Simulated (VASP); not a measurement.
Input:

```xyz
2
Lattice="0.0000 3.0358 3.0358 3.0358 0.0000 3.0358 3.0358 3.0358 0.0000" Properties=species:S:1:pos:R:3 pbc="T T T"
Zn     3.0358     3.0358     3.0358
Te     1.5179     1.5179     1.5179
```

Computed with PBE GGA, VASP's PBE PAW potentials (set 64) (plane waves; VASP). Numerical set-up: 300 eV cut-off, 6×6×6 Γ-centred mesh, Gaussian smearing of 0.010 eV, potentials Zn Te.

At this cut-off the stress carries a Pulay error, which pulls relaxed volumes low. Unless said otherwise, spin-orbit coupling is left out, though it shifts the bands of the heavy elements here.

Question: What does the run give for the energy per atom (σ→0), pressure, band gap (on the k-mesh) with the smallest direct gap where there is one?

Answer: 
```json
{
  "band gap (on the k-mesh)": "1.32 eV",
  "smallest direct gap (on the k-mesh)": "1.32 eV",
  "energy per atom (σ→0)": "-2.577 eV/atom",
  "pressure": "2.66 GPa"
}
```

The absolute energy has meaning only against runs of the same code, potentials and settings.

The structure comes from a computed database's ZnTe entry; how it stands against other phases isn't given here. The cell was not relaxed at this level.
